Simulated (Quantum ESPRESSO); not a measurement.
# InP (F-43m) in Quantum ESPRESSO: a series of runs, part 2 of 3

Quantum ESPRESSO 7.5. The steps go on from the part before.

## Step 3: Phonons and Raman activities, PBE

Input file pw.in:

```
&CONTROL
  calculation = 'scf'
  prefix = 'pwscf'
  outdir = './tmp'
  pseudo_dir = './pseudo'
  tprnfor = .true.
  tstress = .true.
  disk_io = 'low'
/
&SYSTEM
  ibrav = 0
  nat = 2
  ntyp = 2
  ecutwfc = 70
  nbnd = 15
  occupations = 'smearing'
  smearing = 'fd'
  degauss = 0.00367493
/
&ELECTRONS
  conv_thr = 4d-10
  electron_maxstep = 120
  mixing_beta = 0.5
/
ATOMIC_SPECIES
In   114.8180 In.upf
P     30.9738 P.upf
CELL_PARAMETERS angstrom
   0.0000000000    2.9305000000    2.9305000000
   2.9305000000    0.0000000000    2.9305000000
   2.9305000000    2.9305000000    0.0000000000
ATOMIC_POSITIONS crystal
In     0.0000000000    0.0000000000    0.0000000000
P      0.7500000000    0.7500000000    0.7500000000
K_POINTS automatic
4 4 4 1 1 1
```

Input file relax.in:

```
&CONTROL
  calculation = 'vc-relax'
  prefix = 'pwscf'
  outdir = './tmp'
  pseudo_dir = './pseudo'
  tprnfor = .true.
  tstress = .true.
  disk_io = 'low'
  nstep = 40
  forc_conv_thr = 0.0001
  etot_conv_thr = 1d-06
/
&SYSTEM
  ibrav = 0
  nat = 2
  ntyp = 2
  ecutwfc = 70
  nbnd = 15
  occupations = 'smearing'
  smearing = 'fd'
  degauss = 0.00367493
/
&ELECTRONS
  conv_thr = 4d-10
  electron_maxstep = 120
  mixing_beta = 0.5
/
&IONS
  ion_dynamics = 'bfgs'
/
&CELL
  cell_dynamics = 'bfgs'
  press = 0
  press_conv_thr = 0.2
/
ATOMIC_SPECIES
In   114.8180 In.upf
P     30.9738 P.upf
CELL_PARAMETERS angstrom
   0.0000000000    2.9305000000    2.9305000000
   2.9305000000    0.0000000000    2.9305000000
   2.9305000000    2.9305000000    0.0000000000
ATOMIC_POSITIONS crystal
In     0.0000000000    0.0000000000    0.0000000000
P      0.7500000000    0.7500000000    0.7500000000
K_POINTS automatic
4 4 4 1 1 1
```

Input file scf2.in:

```
&CONTROL
  calculation = 'scf'
  prefix = 'pwscf'
  outdir = './tmp'
  pseudo_dir = './pseudo'
  tprnfor = .true.
  tstress = .true.
  disk_io = 'low'
/
&SYSTEM
  ibrav = 0
  nat = 2
  ntyp = 2
  ecutwfc = 70
  nbnd = 15
  occupations = 'fixed'
/
&ELECTRONS
  conv_thr = 1d-13
  electron_maxstep = 120
  mixing_beta = 0.5
  startingpot = 'file'
  startingwfc = 'file'
/
ATOMIC_SPECIES
In   114.8180 In.upf
P     30.9738 P.upf
CELL_PARAMETERS angstrom
   0.0000000000    2.9802601935    2.9802601935
   2.9802601935    0.0000000000    2.9802601935
   2.9802601935    2.9802601935    0.0000000000
ATOMIC_POSITIONS crystal
In     0.0000000000    0.0000000000    0.0000000000
P      0.7500000000    0.7500000000    0.7500000000
K_POINTS automatic
4 4 4 1 1 1
```

Input file ph.in:

```
raman of InP
&INPUTPH
  prefix = 'pwscf'
  outdir = './tmp'
  tr2_ph = 1d-16
  fildyn = 'dyn'
  niter_ph = 60
  alpha_mix(1) = 0.7
  epsil = .true.
/
0.0000000000 0.0000000000 0.0000000000
```

Input file dynmat.in:

```
&INPUT
  fildyn = 'dyn'
  asr = 'crystal'
  lperm = .true.
  filout = 'dynmat.disp'
  fileig = 'dynmat.eig'
/
```

Input file dynmat_lo.in:

```
&INPUT
  fildyn = 'dyn'
  asr = 'crystal'
  filout = 'dynmat_lo.disp'
  fileig = 'dynmat_lo.eig'
  q(1) = 0
  q(2) = 0
  q(3) = 1
/
```

Input file scf_1x+.in:

```
&CONTROL
  calculation = 'scf'
  prefix = 'pwscf'
  outdir = './tmp'
  pseudo_dir = './pseudo'
  tprnfor = .true.
  disk_io = 'low'
/
&SYSTEM
  ibrav = 0
  nat = 2
  ntyp = 2
  ecutwfc = 70
  nbnd = 15
  occupations = 'fixed'
/
&ELECTRONS
  conv_thr = 1d-12
  electron_maxstep = 120
  mixing_beta = 0.5
/
ATOMIC_SPECIES
In   114.8180 In.upf
P     30.9738 P.upf
CELL_PARAMETERS angstrom
   0.0000000000    2.9802601935    2.9802601935
   2.9802601935    0.0000000000    2.9802601935
   2.9802601935    2.9802601935    0.0000000000
ATOMIC_POSITIONS crystal
In    -0.0025165588    0.0025165588    0.0025165588
P      0.7500000000    0.7500000000    0.7500000000
K_POINTS automatic
4 4 4 1 1 1
```

Input file eps_1x+.in:

```
dielectric tensor, atom 1 moved
&INPUTPH
  prefix = 'pwscf'
  outdir = './tmp'
  tr2_ph = 1d-15
  epsil = .true.
  trans = .false.
  zeu = .false.
/
0.0 0.0 0.0
```

Input file scf_1x-.in:

```
&CONTROL
  calculation = 'scf'
  prefix = 'pwscf'
  outdir = './tmp'
  pseudo_dir = './pseudo'
  tprnfor = .true.
  disk_io = 'low'
/
&SYSTEM
  ibrav = 0
  nat = 2
  ntyp = 2
  ecutwfc = 70
  nbnd = 15
  occupations = 'fixed'
/
&ELECTRONS
  conv_thr = 1d-12
  electron_maxstep = 120
  mixing_beta = 0.5
/
ATOMIC_SPECIES
In   114.8180 In.upf
P     30.9738 P.upf
CELL_PARAMETERS angstrom
   0.0000000000    2.9802601935    2.9802601935
   2.9802601935    0.0000000000    2.9802601935
   2.9802601935    2.9802601935    0.0000000000
ATOMIC_POSITIONS crystal
In     0.0025165588   -0.0025165588   -0.0025165588
P      0.7500000000    0.7500000000    0.7500000000
K_POINTS automatic
4 4 4 1 1 1
```

Input file eps_1x-.in:

```
dielectric tensor, atom 1 moved
&INPUTPH
  prefix = 'pwscf'
  outdir = './tmp'
  tr2_ph = 1d-15
  epsil = .true.
  trans = .false.
  zeu = .false.
/
0.0 0.0 0.0
```

Potentials or basis: PseudoDojo 0.4.1 SR PBE standard.

Command:

```
> OMP_NUM_THREADS=1 pw.x -in pw.in > pw.out
> OMP_NUM_THREADS=1 pw.x -in relax.in > relax.out
> OMP_NUM_THREADS=1 pw.x -in scf2.in > scf2.out
> OMP_NUM_THREADS=1 ph.x -in ph.in > ph.out
> OMP_NUM_THREADS=1 dynmat.x -in dynmat.in > dynmat.out
> OMP_NUM_THREADS=1 dynmat.x -in dynmat_lo.in > dynmat_lo.out
> OMP_NUM_THREADS=1 pw.x -in scf_1x+.in > scf_1x+.out
> OMP_NUM_THREADS=1 ph.x -in eps_1x+.in > eps_1x+.out
> OMP_NUM_THREADS=1 pw.x -in scf_1x-.in > scf_1x-.out
> OMP_NUM_THREADS=1 ph.x -in eps_1x-.in > eps_1x-.out
> OMP_NUM_THREADS=1 pw.x -in scf_1y+.in > scf_1y+.out
> OMP_NUM_THREADS=1 ph.x -in eps_1y+.in > eps_1y+.out
> OMP_NUM_THREADS=1 pw.x -in scf_1y-.in > scf_1y-.out
> OMP_NUM_THREADS=1 ph.x -in eps_1y-.in > eps_1y-.out
> OMP_NUM_THREADS=1 pw.x -in scf_1z+.in > scf_1z+.out
> OMP_NUM_THREADS=1 ph.x -in eps_1z+.in > eps_1z+.out
> OMP_NUM_THREADS=1 pw.x -in scf_1z-.in > scf_1z-.out
> OMP_NUM_THREADS=1 ph.x -in eps_1z-.in > eps_1z-.out
```

pw.out:

```text
This program is part of the open-source Quantum ESPRESSO suite
     for quantum simulation of materials; please cite
[... 9 lines left out ...]
     --------------------
     sticks:   dense  smooth     PW     G-vecs:    dense   smooth      PW
     Sum        1177    1177    349                26813    26813    4279

     Using Slab Decomposition

     bravais-lattice index     =            0
     lattice parameter (alat)  =       7.8317  a.u.
     unit-cell volume          =     339.6658 (a.u.)^3
     number of atoms/cell      =            2
     number of atomic types    =            2
     number of electrons       =        18.00
     number of Kohn-Sham states=           15
     kinetic-energy cutoff     =      70.0000  Ry
     charge density cutoff     =     280.0000  Ry
     scf convergence threshold =      4.0E-10
     mixing beta               =       0.5000
     number of iterations used =            8  plain     mixing
[... 176 lines left out ...]

          k =-0.6187 0.0884 0.0884 (  3351 PWs)   bands (ev):

    -7.2663  -7.0094  -7.0019  -6.9883  -6.9187  -2.1432   1.6245   4.4804
     4.9810   9.2362  10.0868  14.9952  15.5086  16.7464  18.0370

          k = 0.2652 0.2652 0.2652 (  3365 PWs)   bands (ev):
[... 6 lines left out ...]
    -7.2293  -7.0441  -7.0287  -6.9546  -6.9386  -2.3062   1.6941   4.0609
     5.6632   9.8946  12.0633  13.3868  13.9712  15.7811  16.3687

     the Fermi energy is     7.8563 ev

!    total energy              =    -146.78751146 Ry
     estimated scf accuracy    <          1.9E-10 Ry
     smearing contrib. (-TS)   =      -0.00000000 Ry
     internal energy E=F+TS    =    -146.78751146 Ry

     The total energy is F=E-TS. E is the sum of the following terms:
     one-electron contribution =     -49.66189949 Ry
     hartree contribution      =      36.82609704 Ry
     xc contribution           =     -44.23130482 Ry
     ewald contribution        =     -89.72040420 Ry

     convergence has been achieved in   9 iterations

     Forces acting on atoms (cartesian axes, Ry/au):

     atom    1 type  1   force =     0.00000000    0.00000000    0.00000000
     atom    2 type  2   force =     0.00000000    0.00000000   -0.00000000

     Total force =     0.000000     Total SCF correction =     0.000000

     Computing stress (Cartesian axis) and pressure

          total   stress  (Ry/bohr**3)                   (kbar)     P=       34.15
   0.00023214   0.00000000   0.00000000           34.15        0.00        0.00
   0.00000000   0.00023214  -0.00000000            0.00       34.15       -0.00
   0.00000000  -0.00000000   0.00023214            0.00       -0.00       34.15

=------------------------------------------------------------------------------=
   JOB DONE.
=------------------------------------------------------------------------------=
```

Run time: 38 min. Hardware: 1 thread of Arm Neoverse V2, shared host; peak memory 0.09 GiB.

Results:

```
Free energy                                             : -1997.1727 eV
Relaxed volume                                          : 26.47 Å³/atom
Relaxed cell                                            : a = 4.215 Å, b = 4.215 Å, c = 4.215 Å, α = 60.00°, β = 60.00°, γ = 60.00°
Space group after relaxing (to 0.05 Å)                  : F-43m (No. 216)
Pressure after relaxing                                 : 0.0 GPa
Electronic dielectric tensor (diagonal)                 : 12.30
Born charges (mean of the diagonal)                     : In +2.62; P -2.71 e
Highest phonon frequency at Γ, LO-TO splitting left out : 285 cm⁻¹
Static dielectric tensor (diagonal)                     : 15.64
```

The path:
| step | energy change (eV) | largest force (eV/Å) | pressure (GPa) | volume (Å³) |
| --- | --- | --- | --- | --- |
| 1 | 0.0000 | 0.0000 | 3.41 | 50.33 |
| 2 | -0.0153 | 0.0000 | 2.16 | 51.21 |
| 3 | -0.0245 | 0.0000 | 0.88 | 52.20 |
| 4 | -0.0265 | 0.0000 | 0.05 | 52.90 |
| 5 | -0.0265 | 0.0000 | 0.00 | 52.94 |

Final structure:
```
In P
1.0
     0.00000    2.98026    2.98026
     2.98026    0.00000    2.98026
     2.98026    2.98026    0.00000
In P
1 1
Cartesian
  0.0000 0.0000 0.0000
  4.4704 4.4704 4.4704
```

Levels at points of the mesh, in eV from the valence-band top:
| k point | band 7 | band 8 | band 9 | band 10 | band 11 | band 12 |
| --- | --- | --- | --- | --- | --- | --- |
| (0.12, 0.12, 0.12) | -1.38 | 0.00 | 0.00 | 1.63 | 4.37 | 4.52 |

Phonon frequencies in cm⁻¹ (negative: imaginary):
```csv
q point,frequencies
"(0.000, 0.000, 0.000)",-3 -3 -3 285 285 285
```

Electronic dielectric tensor:
```
12.30  0.00  0.00
 0.00 12.30  0.00
 0.00  0.00 12.30
```

Born effective charge tensors (e):
atom 1, In
```
2.62 0.00 0.00
0.00 2.62 0.00
0.00 0.00 2.62
```
atom 2, P
```
-2.71  0.00  0.00
 0.00 -2.71  0.00
 0.00  0.00 -2.71
```

Optical modes at Γ, degenerate ones joined, polar ones without the macroscopic field:
| cm⁻¹ | components | symmetry | active in | IR intensity, summed ((D/Å)²/amu) |
| --- | --- | --- | --- | --- |
| 285 | 3 | T2 | IR and Raman | 20.15 |

Zone-centre frequencies without and with the macroscopic field along z (cm⁻¹):
|  | optical modes in rising order |
| --- | --- |
| without | 285 285 285 |
| with the field | 285 285 321 |

Static dielectric tensor, electrons and zone-centre modes:
```
15.64  0.00  0.00
 0.00 15.64  0.00
 0.00  0.00 15.64
```

Non-resonant Raman activities from finite differences of the dielectric tensor, degenerate modes summed:
```
cm⁻¹  modes  symmetry  activity (Å⁴/amu)
 285      3        T2             1140.2
```

Volume times the derivative of the susceptibility by an atom's move (Å²), components over 0.05:
| atom | move | component | value |
| --- | --- | --- | --- |
| 1 In | x | yz | 21.01 |
| 1 In | y | xz | 21.01 |
| 1 In | z | xy | 21.01 |
| 2 P | x | yz | -21.01 |
| 2 P | y | xz | -21.01 |
| 2 P | z | xy | -21.01 |

Caveat: the k mesh is coarse; the Born charges break their sum rule by 0.08 e, a sign of too thin a mesh.

(Part 2 of 3 ends here.)
